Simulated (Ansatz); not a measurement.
**Si (Fd-3m): gap, valleys and masses**

```
Si
1.0
     0.00000    2.71673    2.71673
     2.71673    0.00000    2.71673
     2.71673    2.71673    0.00000
Si
2
Direct
  0.25000 0.25000 0.25000
  0.00000 0.00000 0.00000
```

Conventional cell: a = 5.433 Å, b = 5.433 Å, c = 5.433 Å, α = 90.00°, β = 90.00°, γ = 90.00°. Si (atom 1) is surrounded by 4 Si at 2.35 Å.

Unless marked otherwise, the numbers come from PBEsol, all-electron LAPW in Ansatz 0.2.0, scalar-relativistic. k mesh 8×8×8, fixed occupations, basis error target 1 meV/atom. The cell was relaxed by PAW under this functional.

Extrema are searched on a 12×12×12 mesh and refined by Newton steps; masses come from band slopes 0.005 Å⁻¹ away, 1/m* = (1/ħ²) d²E/dk², negative for holes (the finite step makes the lightest masses up to about 3 % heavy). k is in units of the reciprocal vectors.

(1) Where are the band edges, and is the gap direct?

(2) What are the electron masses at the edge?

(3) Several bands lie at or near the hole edge, or its surface isn't an ellipsoid. What are the masses by direction?

(4) Along the Cartesian direction 010 the conduction slope is 0.202 eV·Å one step out. What is it four steps out, and what does that say?

(5) What electronic dielectric constant and refractive index follow from the same bands (independent particles)?

(6) What gap does PAW give in the same cell?

(7) Cells strained by ±0.5 % (all lengths, zz alone, equal engineering shears γ in yz, zx, xy; ions relaxed) give deformation potentials. How do the edge levels move, in eV per unit strain against the centre of the top valence set?

Results:

(1) The valence maximum lies at Gamma (0.000, 0.000, 0.000) and the conduction minimum at (0.000, 0.422, 0.422), so the Kohn-Sham gap of 0.466 eV is indirect; the least direct gap on the mesh is 2.521 eV.

(2) The principal masses are 0.189, 0.189, 0.947 mₑ. One valley has a density-of-states mass (m₁m₂m₃)^(1/3) = 0.323; 6 valleys give N^(2/3) times that, 1.07; the direction-averaged conductivity mass 3/Σ(1/mᵢ) is 0.257 mₑ.

(3) 

```json
{"direction": "100", "branch from the edge": "1", "its level at the point (eV from the edge)": "0.000", "m*/mₑ": "-0.26"}
{"direction": "100", "branch from the edge": "2", "its level at the point (eV from the edge)": "0.000", "m*/mₑ": "-0.26"}
{"direction": "100", "branch from the edge": "3", "its level at the point (eV from the edge)": "0.000", "m*/mₑ": "-0.165"}
{"direction": "110", "branch from the edge": "1", "its level at the point (eV from the edge)": "0.000", "m*/mₑ": "-2.71"}
{"direction": "110", "branch from the edge": "2", "its level at the point (eV from the edge)": "0.000", "m*/mₑ": "-0.26"}
{"direction": "110", "branch from the edge": "3", "its level at the point (eV from the edge)": "0.000", "m*/mₑ": "-0.105"}
{"direction": "111", "branch from the edge": "1", "its level at the point (eV from the edge)": "0.000", "m*/mₑ": "-0.654"}
{"direction": "111", "branch from the edge": "2", "its level at the point (eV from the edge)": "0.000", "m*/mₑ": "-0.654"}
{"direction": "111", "branch from the edge": "3", "its level at the point (eV from the edge)": "0.000", "m*/mₑ": "-0.0935"}
{"direction": "11-2", "branch from the edge": "1", "its level at the point (eV from the edge)": "0.000", "m*/mₑ": "-0.829"}
{"direction": "11-2", "branch from the edge": "2", "its level at the point (eV from the edge)": "0.000", "m*/mₑ": "-0.372"}
{"direction": "11-2", "branch from the edge": "3", "its level at the point (eV from the edge)": "0.000", "m*/mₑ": "-0.102"}
```

(4) 0.8052 eV·Å, 3.987 times the first; a parabola would give 4, so the band is nearly parabolic here.

(5) ε∞ = (14.18, 14.18, 14.18), so n ≈ √ε∞ = 3.77 (mean over directions) well under the gap and the normal reflectivity is ((n − 1)/(n + 1))² = 0.337. With the conductivity mass, a hydrogenic donor screened by ε∞ alone would bind by 13.6 eV × m*/ε∞² = 17 meV. Local fields, left out here, lower ε∞ by several per cent.

(6) 0.462 eV, -4 meV from the LAPW value.

(7) 

| point | k | side | bands | level (eV) | d/dlnV | d/dε_zz | d/dγ | split/ε_zz | split/γ |
| --- | --- | --- | --- | --- | --- | --- | --- | --- | --- |
| Gamma | 0.00 0.00 0.00 | valence | 3 | 0.000 | 0.00 | 0.00 | 0.00* | 7.04 | 14.00 |
| general | 0.00 0.42 0.42 | valence | 2 | -2.773 | 2.56 | 0.08 | 0.00 | 0.59 | 13.02 |
| general | 0.00 0.42 0.42 | conduction | 1 | 0.466 | 1.78 | -1.18 | 0.00 | – | – |
| general | 0.42 0.42 0.00 | valence | 2 | -2.773 | 2.56 | 7.54 | 0.00 | 0.00 | 13.02 |
| general | 0.42 0.42 0.00 | conduction | 1 | 0.466 | 1.78 | 7.69 | 0.00 | – | – |
| X | -0.50 0.00 -0.50 | valence | 2 | -2.869 | 2.64 | 0.09 | 0.00* | 0.00 | 13.09 |
| X | -0.50 0.00 -0.50 | conduction | 2 | 0.600 | 1.94 | -0.71 | 0.00* | 0.00 | 14.79 |
| X | -0.50 -0.50 0.00 | valence | 2 | -2.869 | 2.64 | 7.73 | 0.00* | 0.00 | 13.09 |
| X | -0.50 -0.50 0.00 | conduction | 2 | 0.600 | 1.94 | 7.22 | 0.00* | 0.00 | 14.79 |
| L | -0.50 0.00 0.00 | valence | 2 | -1.202 | 0.88 | 0.88 | -2.80 | 9.54 | 6.50 |
| L | -0.50 0.00 0.00 | conduction | 1 | 1.459 | -3.53 | -3.53 | -5.11 | – | – |
| L | -0.50 -0.50 -0.50 | valence | 2 | -1.202 | 0.88 | 0.88 | 8.39 | 9.54 | 0.00 |
| L | -0.50 -0.50 -0.50 | conduction | 1 | 1.459 | -3.53 | -3.53 | 15.32 | – | – |

For the triplet at Γ the single level moves against the pair by 3bε_zz and by 3√3 d (γ/2), so b = -2.35 eV and d = -5.39 eV.

Sets with another level within 0.15 eV are left out, since it mixes in under strain; the reference set stays in any case. Entries marked * vanish by symmetry to first order; what they show is the residue of the finite step. These cells use a basis error target of 0.5 meV/atom.

Keep in mind: semilocal gaps are low, and what follows the gap (onsets, screening, light masses) shifts with it; without spin-orbit coupling, bands that meet at the valence top are not the light and heavy holes of experiment; the frozen-core PAW files of the compared runs were fitted under PBE, their cores solved anew for this functional.
